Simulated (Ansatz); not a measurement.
# HfN (Fm-3m) in Ansatz: a series of runs

The runs below take HfN through band structure, single point, equation of state, with PBEsol, LDA.

Program: Ansatz 0.2.0. These are calculated values, not measurements. Logs are shortened: lines on timing, memory, paths and dates and some standing lists are left out, and cuts for length are marked.

## 1. The structure

The structure is cubic, space group Fm-3m (No. 225). The conventional cell has a = 4.512 Å, b = 4.512 Å, c = 4.512 Å, α = 90.00°, β = 90.00°, γ = 90.00°. Around Hf (site symmetry m-3m) lie 6 N at 2.26 Å. N (site symmetry m-3m) has 6 Hf at 2.26 Å as nearest neighbours.

## 2. Band structure, PBEsol

Contents of input.yaml:

```yaml
crystal:
  lattice:
    - [0.0, 2.256, 2.256]
    - [2.256, 0.0, 2.256]
    - [2.256, 2.256, 0.0]
  atoms:
    - { symbol: Hf, position: [0.0, 0.0, 0.0] }
    - { symbol: "N", position: [0.5, 0.5, 0.5] }
kpoints:
  mp_grid: { grid: [10, 10, 10] }
  band_path:
    path:
      - [0.0, 0.0, 0.0]
      - [0.5, 0.0, 0.5]
      - [0.5, 0.25, 0.75]
      - [0.375, 0.375, 0.75]
      - [0.0, 0.0, 0.0]
      - [0.5, 0.5, 0.5]
      - [0.625, 0.25, 0.625]
      - [0.5, 0.25, 0.75]
    npoints: 6
scf:
  occupations: { method: fermi_dirac, width: 0.05 }
hamiltonian:
  xc: pbesol
  pseudopotentials: { kind: all_electron, lapw: { basis_error: 0.001 } }
output:
  forces: true
  stress: true
  eigenvalues: true
```

Potentials or basis: all-electron LAPW, scalar-relativistic.

Run with:

```console
ansatz run input.yaml --threads 1 --pin off --max-ram 3072MiB --backend cpu --events-out ev --progress --plain --runs-dir out
```

What it wrote:

```text
Warning: RAYON_NUM_THREADS=1 ignored (pool sized by the plan → 1); use --threads N
LAPW: plane waves up to 9.493 Å⁻¹, error target 1.0e-3 eV per atom; small_component_spin mean_spin; N in spheres of 0.953 Å, 7 of its electrons in bands, Dirac shells []; Hf in spheres of 1.303 Å, 42 of its electrons in bands, Dirac shells [] (how accurate: hamiltonian.pseudopotentials.lapw.basis_error, Limitations)
Engine: ansatz 0.2.0, x86_64-unknown-linux-gnu
Pseudopotentials: kind: all_electron
Pseudopotential: Hf, LAPW, valence charge 42, lapw/all_electron/scalar/gaussian/Hf, Koelling and Harmon's equation, gaussian nucleus
Pseudopotential: N, LAPW, valence charge 7, lapw/all_electron/scalar/gaussian/N, Koelling and Harmon's equation, gaussian nucleus
Functional definition: PBEsol
  exchange = pbesol_x
  correlation = pbesol_c
Crystal: 2 atoms, lattice volume = 22.964 Å³
Basis set: ecut = 343.36838559432977 eV, 331 PW (Γ), exchange–correlation at level 2
Bands: 30, of which v1, the nominal top of the filled ones, is band 25 counted from 1 (24 counted from 0)
Symmetry: 48 space group operations
Space group: Fm-3m (ITA 225), of the structure as read, at distance tolerance 2.8e-5 Å
k-points: 47 of 1000
Non-local potential: Hf, projectors of the file, none
Non-local potential: N, projectors of the file, none
Initial density: superposition of atomic densities (chi_scale 0.1, normalization cell, long waves kept (reshape's long-wave potential 0.00 eV rms))
Initial wavefunctions: plane waves of lowest kinetic energy (no species holds an atomic orbital)
Functional: x = pbesol(κ = 0.804, μ = 0.12345679012345678), c = pbesol(β = 0.046)
iter 1 solved again at ethr=8.81e-3 eV; its pass at ethr=1.00e-1 eV (dr2=4.31e0 eV) is discarded
SCF iter   1: F=—  HF=-411617.110531 eV  |F-HF|=—  |Δ(HF+E_count)|=         —  Δρ=1.21e-1  dr2=4.31e0  ethr=8.81e-3  ⟨swp⟩=2.0  Hψ=8764  notcnv=0
preconditioner: auto → none  [insulator: Δε(μ)=0.160 eV  Ē_g=19.171 eV  σ=0.050 eV  W_gap=0.58  n_scr=14 (ndim 8)  ℏωp=41.7 eV  f_vac=0.000  D(μ)=0.36/eV (n_scr^D=0)  ε∞_Penn≈5.7]
SCF iter   2: F=—  HF=-411616.260733 eV  |F-HF|=—  |Δ(HF+E_count)|=   8.50e-1  Δρ=7.39e-2  dr2=1.39e0  ethr=8.81e-3  ⟨swp⟩=3.0  Hψ=4235  notcnv=0
iter 3 solved again at ethr=1.16e-4 eV; its pass at ethr=2.84e-3 eV (dr2=5.68e-2 eV) is discarded
SCF iter   3: F=—  HF=-411615.302257 eV  |F-HF|=—  |Δ(HF+E_count)|=   9.58e-1  Δρ=1.44e-2  dr2=5.69e-2  ethr=1.16e-4  ⟨swp⟩=2.0  Hψ=7168  notcnv=0
SCF iter   4: F=—  HF=-411615.295727 eV  |F-HF|=—  |Δ(HF+E_count)|=         —  Δρ=1.32e-3  dr2=3.18e-4  ethr=1.16e-4  ⟨swp⟩=2.0  Hψ=4367  notcnv=0
the basis was enlarged: its passes take 254.2 KiB over the memory plan, 1 of 1 planned eigensolver slots
SCF iter   5: F=—  HF=-411615.287237 eV  |F-HF|=—  |Δ(HF+E_count)|=   8.49e-3  Δρ=2.90e-3  dr2=2.59e-3  ethr=6.49e-7  ⟨swp⟩=3.0  Hψ=4674  notcnv=0
SCF iter   6: F=—  HF=-411615.286104 eV  |F-HF|=—  |Δ(HF+E_count)|=   1.13e-3  Δρ=3.19e-4  dr2=2.89e-5  ethr=6.49e-7  ⟨swp⟩=3.0  Hψ=4385  notcnv=0
SCF iter   7: F=—  HF=-411615.286099 eV  |F-HF|=—  |Δ(HF+E_count)|=   5.12e-6  Δρ=2.43e-5  dr2=4.22e-8  ethr=5.90e-8  ⟨swp⟩=2.0  Hψ=4217  notcnv=0
SCF iter   8: F=-411615.286099 eV  HF=-411615.286099 eV  |F-HF|=9.90e-10  |Δ(HF+E_count)|=   1.30e-7  Δρ=2.28e-6  dr2=5.30e-10  ethr=8.61e-11  ⟨swp⟩=2.9  Hψ=4269  notcnv=0
SCF 1 converged in 8 iterations: F = -411615.286099 eV  dr2 = 5.30e-10
NSCF: frozen V_eff on 43 k-points
SCF converged after 8 iterations
Free energy (F): -411615.286099 eV
Harris-Foulkes:  -411615.286099 eV  (|F-HF|=9.90e-10)
Internal energy: -411615.279790 eV  (E = F + TS)
E sigma→0 (E₀):  -411615.282945 eV
Entropy (-TS):   -0.006309 eV (-3.154 meV/atom)
Fermi energy:    24.191902 eV
--- Per-component energies (eV) ---
  E_band       = -4385.469477
  E_kinetic    = 457784.565245
  E_xc         = -8475.269161
  E_electrostatic = -860924.575874  (all electrons and nuclei)
  E_smearing   = -0.006309  (= −TS)
  E_closure    = 0.000000  (closes the sum)
  E_atoms      = -411595.030029  (free atoms, spherical and without spin; not in F)
  Σ components = -411615.286099   (vs F -411615.286099, Δ=0.00e0)
  Basis errors (estimates in eV, not in F): energy 3.2e-4 per atom: plane waves 2.9e-4 (1.6e-4 summed), levels above the bands 1.2e-80, relativity 4.2e-8, radial functions 2.9e-5, core shells 5.0e-7; eigenvalues (radial functions only) 5.6e-6; not estimated: angular momenta, meshes, grids; target (lapw.basis_error) 1.0e-3; muffin-tin radii N 0.953 Å, Hf 1.303 Å
--- Forces (eV/Å), atoms counted from 1 ---
  atom   1  Hf     0.00000000     0.00000000     0.00000000
  atom   2  N      0.00000000    -0.00000000     0.00000000
  max |Σ_I F_I| component: 2.63e-30 eV/Å
--- Stress (GPa, compression-positive) ---
       -1.870867       0.000000      -0.000000
        0.000000      -1.870867       0.000000
       -0.000000       0.000000      -1.870867
  P = ⅓ Tr σ = -1.8709 GPa (-18.709 kbar)
--- Band table (eV; the first three rows and the last of 47) ---
  k-point 0: bands = ["-352.0652", "-349.5616", "-349.5616", "-349.5616", "-177.6470", "-177.6470", "-177.6442", "-177.6442", "-177.6442", "-38.4851", "-6.8897", "-6.8897", "-6.8897", "6.6760", "11.5566", "11.5566", "11.5566", "11.5917", "11.6932", "11.6932", "11.6932", "21.2514", "21.2514", "21.2514", "23.7614", "23.7614", "23.7614", "25.9664", "26.0886", "26.0886"]
  k-point 1: bands = ["-352.0652", "-349.5616", "-349.5616", "-349.5616", "-177.6470", "-177.6470", "-177.6442", "-177.6442", "-177.6442", "-38.4792", "-6.9931", "-6.8983", "-6.8983", "6.9037", "11.5590", "11.5652", "11.5652", "11.5968", "11.6859", "11.6859", "11.6934", "20.3065", "20.6777", "20.6777", "24.0148", "24.0971", "24.0971", "26.6680", "26.8430", "26.8430"]
  k-point 2: bands = ["-352.0652", "-349.5616", "-349.5616", "-349.5616", "-177.6470", "-177.6470", "-177.6442", "-177.6442", "-177.6442", "-38.4635", "-7.2533", "-6.9206", "-6.9206", "7.5105", "11.5736", "11.5884", "11.5884", "11.6116", "11.6682", "11.6682", "11.6942", "18.6125", "19.6391", "19.6391", "24.4231", "24.9252", "24.9252", "28.1134", "28.5288", "28.5288"]
  k-point 46: bands = ["-352.0652", "-349.5616", "-349.5616", "-349.5616", "-177.6470", "-177.6470", "-177.6442", "-177.6442", "-177.6442", "-38.4014", "-7.5378", "-7.3838", "-7.2423", "8.3024", "11.6092", "11.6186", "11.6232", "11.6447", "11.6467", "11.6713", "11.7037", "18.2149", "18.6325", "18.7835", "24.1296", "26.4810", "29.5776", "29.7333", "30.4540", "34.1158"]
```

Run time: 15 s. Hardware: 1 thread of AMD EPYC 7R13 (Zen 3), shared host; peak memory 0.38 GiB.

Results:

```yaml
Free_energy: -411615.2861 eV
Pressure: -1.9 GPa
Band_gap_along_the_path: none (metal or under the smearing width)
```

Levels at the corners of the path, in eV from the Fermi level:
```
point  band 23  band 24  band 25  band 26  band 27  band 28
    Γ    -2.94    -2.94    -0.43    -0.43    -0.43     1.77
    X    -3.91    -3.65    -3.65     4.06     5.53     5.53
    W    -5.52    -5.52     1.10     1.10     5.54     5.55
    K    -5.58    -4.98    -0.89     3.86     4.44     6.03
    Γ    -2.94    -2.94    -0.43    -0.43    -0.43     1.77
    L    -6.27    -6.27     3.24     3.67     3.67     4.41
    U    -5.58    -4.98    -0.89     3.86     4.44     6.03
    W    -5.52    -5.52     1.10     1.10     5.54     5.55
```

Caveat: spin-orbit coupling is left out, which moves the levels of the heavy elements.

## 3. Single point, LDA, 10.79 Å³/atom (volume scaled by 0.94)

Contents of input.yaml:

```yaml
crystal:
  lattice:
    - [0.0, 2.2099462613, 2.2099462613]
    - [2.2099462613, 0.0, 2.2099462613]
    - [2.2099462613, 2.2099462613, 0.0]
  atoms:
    - { symbol: Hf, position: [0.0, 0.0, 0.0] }
    - { symbol: "N", position: [0.5, 0.5, 0.5] }
kpoints:
  mp_grid: { grid: [10, 10, 10] }
scf:
  occupations: { method: fermi_dirac, width: 0.05 }
hamiltonian:
  xc: lda
  pseudopotentials: { kind: all_electron, lapw: { basis_error: 0.001 } }
output:
  forces: true
  stress: true
  eigenvalues: true
```

Potentials or basis: all-electron LAPW, scalar-relativistic.

Run with:

```console
ansatz run input.yaml --threads 1 --pin off --max-ram 3072MiB --backend cpu --events-out ev --progress --plain --runs-dir out
```

Wall time 12 s (1 thread of AMD EPYC 7R13 (Zen 3), shared host); peak memory 0.37 GiB.

The run converged. Its results:

```
Free energy            : -411489.8554 eV
Pressure               : 10.7 GPa
Band gap on the k mesh : none (metal or under the smearing width)
```

## 4. Single point, LDA, 11.02 Å³/atom (volume scaled by 0.96)

Edit input.yaml of step 3 so:

```diff
@@ -2,5 +2,5 @@
   lattice:
-    - [0.0, 2.2099462613, 2.2099462613]
-    - [2.2099462613, 0.0, 2.2099462613]
-    - [2.2099462613, 2.2099462613, 0.0]
+    - [0.0, 2.2255097759, 2.2255097759]
+    - [2.2255097759, 0.0, 2.2255097759]
+    - [2.2255097759, 2.2255097759, 0.0]
   atoms:
```

Run with:

```console
ansatz run input.yaml --threads 1 --pin off --max-ram 3072MiB --backend cpu --events-out ev --progress --plain --runs-dir out
```

It took 11 s on 1 thread of AMD EPYC 7R13 (Zen 3), shared host; peak memory 0.37 GiB.

The run converged. Its results:

| Item | Value |
| --- | --- |
| Free energy | -411489.8757 eV |
| Pressure | 3.7 GPa |
| Band gap on the k mesh | none (metal or under the smearing width) |

## 5. Single point, LDA, 11.25 Å³/atom (volume scaled by 0.98)

Edit input.yaml of step 4 so:

```diff
@@ -2,5 +2,5 @@
   lattice:
-    - [0.0, 2.2255097759, 2.2255097759]
-    - [2.2255097759, 0.0, 2.2255097759]
-    - [2.2255097759, 2.2255097759, 0.0]
+    - [0.0, 2.2408586042, 2.2408586042]
+    - [2.2408586042, 0.0, 2.2408586042]
+    - [2.2408586042, 2.2408586042, 0.0]
   atoms:
```

Run with:

```console
ansatz run input.yaml --threads 1 --pin off --max-ram 3072MiB --backend cpu --events-out ev --progress --plain --runs-dir out
```

Wall time 12 s (1 thread of AMD EPYC 7R13 (Zen 3), shared host); peak memory 0.37 GiB.

It converged, with:

* Free energy: -411489.8772 eV
* Pressure: -2.6 GPa
* Band gap on the k mesh: none (metal or under the smearing width)

## 6. Single point, LDA, 11.48 Å³/atom

Edit input.yaml of step 5 so:

```diff
@@ -2,5 +2,5 @@
   lattice:
-    - [0.0, 2.2408586042, 2.2408586042]
-    - [2.2408586042, 0.0, 2.2408586042]
-    - [2.2408586042, 2.2408586042, 0.0]
+    - [0.0, 2.256, 2.256]
+    - [2.256, 0.0, 2.256]
+    - [2.256, 2.256, 0.0]
   atoms:
```

Potentials or basis: all-electron LAPW, scalar-relativistic.

Run with:

```console
ansatz run input.yaml --threads 1 --pin off --max-ram 3072MiB --backend cpu --events-out ev --progress --plain --runs-dir out
```

Wall time 13 s (1 thread of AMD EPYC 7R13 (Zen 3), shared host); peak memory 0.36 GiB.

The run converged. Its results:

```
Free energy            : -411489.8616 eV
Pressure               : -8.2 GPa
Band gap on the k mesh : none (metal or under the smearing width)
```

## 7. Single point, LDA, 11.71 Å³/atom (volume scaled by 1.02)

Edit input.yaml of step 6 so:

```diff
@@ -2,5 +2,5 @@
   lattice:
-    - [0.0, 2.256, 2.256]
-    - [2.256, 0.0, 2.256]
-    - [2.256, 2.256, 0.0]
+    - [0.0, 2.2709408328, 2.2709408328]
+    - [2.2709408328, 0.0, 2.2709408328]
+    - [2.2709408328, 2.2709408328, 0.0]
   atoms:
```

Run with:

```console
ansatz run input.yaml --threads 1 --pin off --max-ram 3072MiB --backend cpu --events-out ev --progress --plain --runs-dir out
```

It took 14 s on 1 thread of AMD EPYC 7R13 (Zen 3), shared host; peak memory 0.36 GiB.

The run converged. Its results:

```
Free energy            : -411489.8307 eV
Pressure               : -13.2 GPa
Band gap on the k mesh : none (metal or under the smearing width)
```

## 8. Single point, LDA, 11.94 Å³/atom (volume scaled by 1.04)

Edit input.yaml of step 7 so:

```diff
@@ -2,5 +2,5 @@
   lattice:
-    - [0.0, 2.2709408328, 2.2709408328]
-    - [2.2709408328, 0.0, 2.2709408328]
-    - [2.2709408328, 2.2709408328, 0.0]
+    - [0.0, 2.285687615, 2.285687615]
+    - [2.285687615, 0.0, 2.285687615]
+    - [2.285687615, 2.285687615, 0.0]
   atoms:
```

Run with:

```console
ansatz run input.yaml --threads 1 --pin off --max-ram 3072MiB --backend cpu --events-out ev --progress --plain --runs-dir out
```

Wall time 11 s (1 thread of AMD EPYC 7R13 (Zen 3), shared host); peak memory 0.37 GiB.

Results (log left out):

```yaml
Free_energy: -411489.7862 eV
Pressure: -17.8 GPa
Band_gap_on_the_k_mesh: none (metal or under the smearing width)
```

## 9. Single point, LDA, 12.17 Å³/atom (volume scaled by 1.06)

Edit input.yaml of step 8 so:

```diff
@@ -2,5 +2,5 @@
   lattice:
-    - [0.0, 2.285687615, 2.285687615]
-    - [2.285687615, 0.0, 2.285687615]
-    - [2.285687615, 2.285687615, 0.0]
+    - [0.0, 2.3002465274, 2.3002465274]
+    - [2.3002465274, 0.0, 2.3002465274]
+    - [2.3002465274, 2.3002465274, 0.0]
   atoms:
```

Potentials or basis: all-electron LAPW, scalar-relativistic.

Run with:

```console
ansatz run input.yaml --threads 1 --pin off --max-ram 3072MiB --backend cpu --events-out ev --progress --plain --runs-dir out
```

Run time: 11 s. Hardware: 1 thread of AMD EPYC 7R13 (Zen 3), shared host; peak memory 0.36 GiB.

It converged, with:

```yaml
Free_energy: -411489.7293 eV
Pressure: -21.8 GPa
Band_gap_on_the_k_mesh: none (metal or under the smearing width)
```

## 10. Equation of state, LDA

Potentials or basis: all-electron LAPW, scalar-relativistic.

This step only gathers the single runs of the series.

Results:

- Equilibrium volume: 11.15 Å³/atom
- Bulk modulus: 301 GPa
- Pressure derivative of the bulk modulus: 4.3

Energy against volume, from the lowest point:
| volume (Å³/atom) | energy (meV/atom) |
| --- | --- |
| 10.793 | 10.89 |
| 11.023 | 0.71 |
| 11.252 | 0.00 |
| 11.482 | 7.80 |
| 11.712 | 23.23 |
| 11.941 | 45.50 |
| 12.171 | 73.91 |

The run has no spin-orbit coupling, so splittings on Hf are missing. Zero-point motion and thermal expansion aren't in these numbers.
